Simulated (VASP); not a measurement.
Here is a VASP 6.6.1 calculation.

Contents of INCAR:

```
SYSTEM = Se
PREC = Accurate
ENCUT = 520
EDIFF = 1E-7
ISMEAR = 0
SIGMA = 0.02
LREAL = .FALSE.
LASPH = .TRUE.
NELM = 100
ALGO = Fast
ISIF = 2
LWAVE = .FALSE.
LCHARG = .TRUE.
MAGMOM = 0 0 0 0 0 0 0 0 0
LORBIT = 11
LSORBIT = .TRUE.
GGA_COMPAT = .FALSE.
GGA = PS
LVHAR = .TRUE.
```

File KPOINTS:

```
Automatic mesh
0
G
  9 9 6
  0 0 0
```

Contents of POSCAR:

```
Se
1.0
    4.0345900000      0.0000000000      0.0000000000
   -2.0173000000      3.4940600000      0.0000000000
    0.0000000000      0.0000000000      5.1274200000
Se
3
Direct
    0.2495400000      0.0000000000      0.3333300000
    0.0000000000      0.2495400000      0.6666700000
    0.7504600000      0.7504600000      1.0000000000
```

Potentials or basis: VASP PAW PBE potentials, release 64 (Se).

Command:

```console
$ cat potpaw_PBE.64/Se/POTCAR > POTCAR
$ mpirun -np 1 vasp_ncl > vasp.out
```

Question: Predict the largest force.

Answer: 0.010 eV/Å.

Question: Estimate the net moment.

Answer: 0.00 μB per cell.

Stress tensor (GPa, compression positive):
```
0.08 0.00 0.00
0.00 0.08 0.00
0.00 0.00 0.15
```

Caveat: the PAW data sets were made with another functional, which shifts forces and pressure a little.
